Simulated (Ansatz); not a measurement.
Structure: SnO2 on the sites of the cubic fluorite structure (relaxed group Fm-3m), at its r2SCAN minimum. Around Sn lie 8 O at 2.19 Å; around O lie 4 Sn at 2.19 Å.

Space group Fm-3m (No. 225). a = 5.067 Å, b = 5.067 Å, c = 5.067 Å, α = 90.00°, β = 90.00°, γ = 90.00°
```json
{"atom": "Sn", "site": "4a", "symmetry": "m-3m", "x": "0.0000", "y": "0.0000", "z": "0.0000"}
{"atom": "O", "site": "8c", "symmetry": "-43m", "x": "0.2500", "y": "0.2500", "z": "0.7500"}
```

The questions ask for values computed with Ansatz 0.2.0 on this geometry. Values at 0 K without nuclear motion; no magnetic order is allowed, and the phase may be a hypothetical one.

Given (8×8×8 mesh): The PBE gap is indirect, 0.29 eV (W to Γ), below the direct gap of 1.68 eV at Γ.

Question: How does the gap change from PBE to PBE+SOC (8×8×8)?

Answer: With PBE+SOC the valence top lies at W and the conduction bottom at Γ, 0.29 eV higher; the smallest vertical gap, at Γ, is 1.65 eV. The gap differs by 0.00 eV from PBE's.

Question: Estimate the gap with r2SCAN on 8×8×8.

Answer: With r2SCAN the valence top lies at W and the conduction bottom at Γ, 0.84 eV higher; the smallest vertical gap, at Γ, is 2.27 eV. The gap differs by +0.55 eV from PBE's.

Question: Estimate the gap with HSE06 on 6×6×6.

Answer: HSE06 gives an indirect gap of 1.68 eV, from W to Γ; the least direct gap is 3.17 eV at Γ. The gap differs by +1.39 eV from PBE's.

Question: Estimate the gap with PBE0 on 6×6×6.

Answer: PBE0 gives an indirect gap of 2.37 eV, from W to Γ; the least direct gap is 3.84 eV at Γ. The gap differs by +2.08 eV from PBE's.

Question: What does G0W0@PBE with 97 empty bands, a screening cutoff of 120 eV and a 6×6×6 mesh give?

Answer: 1.13 eV (the shift on the mesh added to PBE's least gap). G0W0 moves the gap on the mesh from 0.31 eV (PBE) to 1.15 eV (W–X (0.33 of the way from W) to Γ). Renormalisation factors Z lie between 0.70 and 0.81. The G0W0 figures hold for the stated bands, cutoff and mesh and aren't extrapolated.

Question: What are ε∞ and the Born charges with r2SCAN?

Answer: The clamped-ion dielectric constant comes out as 4.98 in all directions. Born charges, averaged over directions: Sn +4.56, O -2.28 e.

Question: Relaxed again with PBEsol, is the cell stable at the zone centre, and where do its optical modes lie?

Answer: The zone-centre optical frequencies run from 308 to 516 cm⁻¹, none imaginary (the rest of the zone wasn't tested). With the long-range field the highest mode reaches 553 cm⁻¹. By the program's warning the force constants, and with them frequencies and ε⁰, aren't converged on this mesh.

Only the levels marked +SOC include spin-orbit coupling.

The meshes of the hybrids are coarse, so their gaps aren't converged to the digits shown.
